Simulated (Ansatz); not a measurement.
Start from `CB(F)OC(C)=O` and change one atom or group to get `CC(=O)O`.

Ansatz, PBE0-D4/def2-TZVP geometries, multiplicity 1. Each molecule was computed in one conformer, which needn't be the lowest.

| property | `CB(F)OC(C)=O` |
| --- | --- |
| HOMO–LUMO gap (PBE/def2-TZVPP) / eV | 4.99 |
| HOMO–LUMO gap (B3LYP/def2-TZVPP) / eV | 7.29 |
| size of the dipole moment (PBE/def2-TZVPP) / D | 1.60 |
| HOMO energy (PBE/def2-TZVPP) / eV | -6.67 |
| HOMO energy (ωB97M-V/def2-TZVPP) / eV | -10.83 |
| HOMO energy (B3LYP/def2-TZVPP) / eV | -8.12 |

Question: What does the change do to each property? (Estimate.)

Answer: Computed: 
```json
{"property": "HOMO–LUMO gap (PBE/def2-TZVPP) / eV", "`CC(=O)O`": "5.52", "shift": "0.53"}
{"property": "HOMO–LUMO gap (B3LYP/def2-TZVPP) / eV", "`CC(=O)O`": "7.82", "shift": "0.53"}
{"property": "size of the dipole moment (PBE/def2-TZVPP) / D", "`CC(=O)O`": "1.69", "shift": "0.09"}
{"property": "HOMO energy (PBE/def2-TZVPP) / eV", "`CC(=O)O`": "-6.43", "shift": "0.24"}
{"property": "HOMO energy (ωB97M-V/def2-TZVPP) / eV", "`CC(=O)O`": "-10.57", "shift": "0.26"}
{"property": "HOMO energy (B3LYP/def2-TZVPP) / eV", "`CC(=O)O`": "-7.88", "shift": "0.24"}
```

With PBE0 the HOMO rises by 0.26 eV and the LUMO rises by 0.80 eV, so the gap widens by about 0.54 eV. PBE moves the HOMO by 0.24 eV and ωB97M-V by 0.26 eV. Dipoles are sizes alone; their direction can turn.

B3LYP here is the variant with VWN-RPA as its local correlation; programs differ in this.

Positive LUMOs are unbound, so they and the gaps depend on the basis.
